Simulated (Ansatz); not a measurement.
# CrCuO4: the cost of one run

Program: Ansatz 0.2.0. Level of theory: DFT r²SCAN, scalar-relativistic, plane waves, PAW. These are calculated values, not measurements.

The runs add the D3(BJ) dispersion term to the functional named.

### Step 1. The starting structure

Symmetry: Cmcm, No. 63, orthorhombic system. Conventional cell: a = 5.410 Å, b = 8.687 Å, c = 5.843 Å, α = 90.00°, β = 90.00°, γ = 90.00°. Cr (site symmetry m2m) is surrounded by 4 O at 1.59 to 1.72 Å. Around Cu (site symmetry 2/m) lie 4 O at 1.96 Å. O (site symmetry m) is surrounded by 1 Cr at 1.72 Å and 2 Cu at 1.96 Å. Around O (site symmetry m) lie 1 Cr at 1.59 Å.

Structure file:

```
Cr Cu O
1.0
     2.70487   -4.34364    0.00000
     2.70487    4.34364    0.00000
     0.00000    0.00000    5.84303
Cr Cu O
2 2 8
Direct
  0.63247 0.36753 0.25000
  0.36753 0.63247 0.75000
  0.00000 0.00000 0.50000
  0.00000 0.00000 0.00000
  0.74173 0.78109 0.75000
  0.25827 0.21891 0.25000
  0.78109 0.74173 0.25000
  0.21891 0.25827 0.75000
  0.26163 0.73837 0.97149
  0.73837 0.26163 0.47149
  0.26163 0.73837 0.52851
  0.73837 0.26163 0.02851
```

An earlier run at r²SCAN left this cell at 11.442 Å³/atom and 0.03 GPa (6×6×4 mesh).

### Step 2. Antiferromagnetic, in the cell as typed

input.yaml reads:

```yaml
crystal:
  lattice:
    - [2.7048731246, -4.3436407434, 0.0]
    - [2.7048731246, 4.3436407434, 0.0]
    - [0.0, 0.0, 5.8430259976]
  atoms:
    - { symbol: Cr, position: [0.6324746795, 0.3675253205, 0.25] }
    - { symbol: Cr, position: [0.3675253205, 0.6324746795, 0.75] }
    - { symbol: Cu, position: [0.0, 0.0, 0.5], spin: 1.0 }
    - { symbol: Cu, position: [0.0, 0.0, 0.0], spin: -1.0 }
    - { symbol: O, position: [0.7417349351, 0.7810917462, 0.75] }
    - { symbol: O, position: [0.2582650649, 0.2189082538, 0.25] }
    - { symbol: O, position: [0.7810917462, 0.7417349351, 0.25] }
    - { symbol: O, position: [0.2189082538, 0.2582650649, 0.75] }
    - { symbol: O, position: [0.2616294194, 0.7383705806, 0.9714869076] }
    - { symbol: O, position: [0.7383705806, 0.2616294194, 0.4714869076] }
    - { symbol: O, position: [0.2616294194, 0.7383705806, 0.5285130924] }
    - { symbol: O, position: [0.7383705806, 0.2616294194, 0.0285130924] }
basis:
  ecutwfc: 500
  ecutrho_ratio: 4
kpoints:
  mp_grid: { grid: [6, 6, 4] }
hamiltonian:
  xc: r2scan
  dispersion: d3bj
scf:
  occupations: { method: gaussian, width: 0.05 }
  lower_state_search: "off"
output:
  forces: true
  stress: true
  eigenvalues: true
  populations: true
magnetization:
  spin_polarized: true
```

Command:

```console
ansatz run input.yaml --threads 8 --pin off --max-ram 22528MiB --backend cpu --events-out ev --progress --plain --runs-dir out
```

**Question.** How long does this run take on 8 threads of Intel Xeon 6975P-C (Granite Rapids), shared host, and how much memory does it need?

About 15 s, with a peak of 1.7 GiB.
